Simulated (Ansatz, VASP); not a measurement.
This is a calculation of ZnSe (Stilleite) for Ansatz 0.2.0.

input.yaml

```yaml
crystal:
  lattice:
    - [0.0, 2.8338, 2.8338]
    - [2.8338, 0.0, 2.8338]
    - [2.8338, 2.8338, 0.0]
  atoms:
    - { symbol: Se, position: [0.749229, 0.752418, 0.748792] }
    - { symbol: Zn, position: [-0.009201, -0.008646, 0.007868] }
hamiltonian:
  xc: pbe
  pseudopotentials: { kind: paw }
kpoints:
  mp_grid: { grid: [8, 8, 8] }
scf:
  occupations: { method: fermi_dirac, width: 0.05 }
output:
  forces: true
  stress: true
  eigenvalues: true
```

Potentials or basis: Ansatz PAW.

Run with:

```console
$ ansatz run input.yaml --threads 1 --pin off --max-ram 3584MiB --backend cpu --events-out ev --progress --plain --runs-dir out
```

Task: Set up the same calculation for VASP 6.6.1. Potentials there: VASP PAW PBE potentials, release 64 (Se, Zn).

Result: As run (the cutoff follows the program's own potentials):

Contents of INCAR:

```
SYSTEM = ZnSe
  PREC = Accurate
  ENCUT = 520
  EDIFF = 1E-7
  ISMEAR = -1
  SIGMA = 0.05
  LREAL = .FALSE.
  LASPH = .TRUE.
  NELM = 100
  ALGO = Normal
  ISIF = 2
  LWAVE = .FALSE.
  LCHARG = .FALSE.
  GGA = PE
  NBANDS = 16
```

The input KPOINTS:

```
regular mesh
0
G
  8 8 8
  0 0 0
```

Contents of POSCAR:

```
ZnSe
1.0
    0.0000000000      2.8338000000      2.8338000000
    2.8338000000      0.0000000000      2.8338000000
    2.8338000000      2.8338000000      0.0000000000
Se Zn
1 1
Direct
    0.7492290000      0.7524180000      0.7487920000
   -0.0092010000     -0.0086460000      0.0078680000
```

Potentials or basis: VASP PAW PBE potentials, release 64 (Se, Zn).

Command:

```sh
$ cat potpaw_PBE.64/Se/POTCAR potpaw_PBE.64/Zn/POTCAR > POTCAR
$ mpirun -np 1 vasp_std > vasp.out
```

Both were run:

|  | VASP | Ansatz | Ansatz less VASP |
| --- | --- | --- | --- |
| gap on the k mesh at the Fermi level (eV) | 1.23 | 1.23 | -0.002 |
| least direct gap on the mesh (eV) | 1.23 | 1.23 | -0.002 |
| pressure (GPa) | 2.4 | 2.2 | -0.23 |
| largest component of the traceless stress (GPa) | 1.14 | 1.11 | -0.032 |
| rms of the force components (eV/Å) | 0.182 | 0.179 | -0.0031 |

Atom by atom the forces differ by 0.003 eV/Å (rms over components). With one functional, cell and mesh, what is left measures potentials, basis and numerics. The two sets of potentials don't hold the same shells in valence.
